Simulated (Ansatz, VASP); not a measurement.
**SiNi2 in VASP and in Ansatz**

Contents of INCAR:

```
SYSTEM = SiNi2
PREC = Accurate ; ENCUT = 600
EDIFF = 1E-6 ; ISMEAR = 0
SIGMA = 0.1 ; LREAL = .FALSE.
LASPH = .TRUE. ; NELM = 60
ALGO = Normal ; ISIF = 3
LWAVE = .FALSE. ; LCHARG = .FALSE.
GGA = PE ; IBRION = 2
NSW = 90 ; EDIFFG = -0.04
```

File KPOINTS:

```
regular mesh
0
G
  6 6 4
  0 0 0
```

File POSCAR:

```
SiNi2
1.0
    3.8359985066      0.0000000000      0.0000000000
   -1.9179992533      3.3220721556      0.0000000000
    0.0000000000      0.0000000000      4.9480000000
Si Ni
2 4
Direct
    0.3333333333      0.6666666667      0.7500000000
    0.6666666667      0.3333333333      0.2500000000
    0.0000000000      0.0000000000      0.0000000000
    0.0000000000      0.0000000000      0.5000000000
    0.3333333333      0.6666666667      0.2500000000
    0.6666666667      0.3333333333      0.7500000000
```

Input for Ansatz:

```yaml
crystal:
  lattice:
    - [3.8359985066, 0.0, 0.0]
    - [-1.9179992533, 3.3220721556, 0.0]
    - [0.0, 0.0, 4.948]
  atoms:
    - { symbol: Si, position: [0.3333333333, 0.6666666667, 0.75] }
    - { symbol: Si, position: [0.6666666667, 0.3333333333, 0.25] }
    - { symbol: Ni, position: [0.0, 0.0, 0.0] }
    - { symbol: Ni, position: [0.0, 0.0, 0.5] }
    - { symbol: Ni, position: [0.3333333333, 0.6666666667, 0.25] }
    - { symbol: Ni, position: [0.6666666667, 0.3333333333, 0.75] }
basis:
  ecutwfc: 420
kpoints:
  mp_grid: { grid: [6, 6, 4] }
hamiltonian:
  xc: pbe
scf:
  occupations: { method: gaussian, width: 0.1 }
  lower_state_search: "off"
output:
  forces: true
  stress: true
  eigenvalues: true
relax:
  adjacent_minimum: "off"
  f_tol: 0.04
  max_steps: 70
  cell: { stress_tol: 0.4 }
```

Alike in both runs: task relaxation of cell and atoms; functional PBE; k mesh 6 × 6 × 4; occupations gaussian, width 0.1 eV; no spin polarisation.

|  | VASP | Ansatz |
| --- | --- | --- |
| version | VASP 6.6.1 | Ansatz 0.2.0 |
| potentials or method | VASP PAW PBE potentials, release 64 (Si, Ni) | scalar-relativistic, plane waves, PAW |
| plane-wave cutoff (eV) | 600 | 420 |
| valence electrons in the cell | 48 | 80 |

|  | VASP | Ansatz | Ansatz less VASP |
| --- | --- | --- | --- |
| gap on the k mesh at the Fermi level, each at its own relaxed structure (eV) | none | none | - |
| relaxed volume (Å³/atom) | 11.03 | 11.02 | -0.011 |
| relaxed cell length with the largest relative difference (Å) | 4.995 | 4.992 | -0.0031 |
| energy change over the relaxation (meV/atom) | -18 | -18 | -0.1 |

A gap of «none» marks a metal or a gap that the smearing closes. The two sets of potentials don't hold the same shells in valence.

Spin polarisation is off, so any magnetic state and its effect on volume and gap are missing. PBE usually gives volumes a little too large and moduli too small. Zero-point motion and thermal expansion aren't in these numbers.
